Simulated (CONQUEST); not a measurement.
**TiC under changes of volume**

One of the cells (10.158 Å³/atom); the others are scaled copies at fixed shape and fractional positions:

```
CELL_PARAMETERS angstrom
3.06279 0.00000 0.00000
0.00000 3.06279 0.00000
0.00000 0.00000 4.33144
ATOMIC_POSITIONS crystal
Ti 0.00000 0.00000 0.00000
Ti 0.50000 0.50000 0.50000
C 0.00000 0.00000 0.50000
C 0.50000 0.50000 0.00000
```

The cell is a database's computed one.

```yaml
Program: CONQUEST 1.3
Functional: PBE
Potentials_or_basis: PseudoDojo NC PBE, DZP, grid of 32 × 32 × 48 points
k_mesh: 9 × 9 × 6
Occupations: fermi-dirac, width 0.05 eV
Spin: no spin polarisation
```

```tsv
volume (Å³/atom)	energy over the lowest point (meV/atom)	pressure (GPa)
9.548	?	?
9.752	19.20	13.8
9.955	5.79	7.4
10.158	0.00	1.9
10.361	0.16	-2.3
10.564	6.70	-7.6
10.767	18.73	-11.2
```

What does the run at 9.548 Å³/atom give?

Energy over the lowest point 40.37 meV/atom; pressure 20.0 GPa.

Worked out: A Birch-Murnaghan fit of order 3 (a polynomial in V^(-2/3)) to the other rows has its minimum at 10.24 Å³/atom with B0 = V·E''(V) = 252 GPa and B' = 3.2. It gives 40.27 meV/atom at 9.548 Å³/atom, against the run's 40.37, and -dE/dV = 19.8 GPa, against 20.0.

Energies are extrapolated to zero smearing.

Caveats: the basis of atomic orbitals isn't converged, which shifts pressures, moduli and gaps; the real-space grid breaks the cell's symmetry a little (some runs).
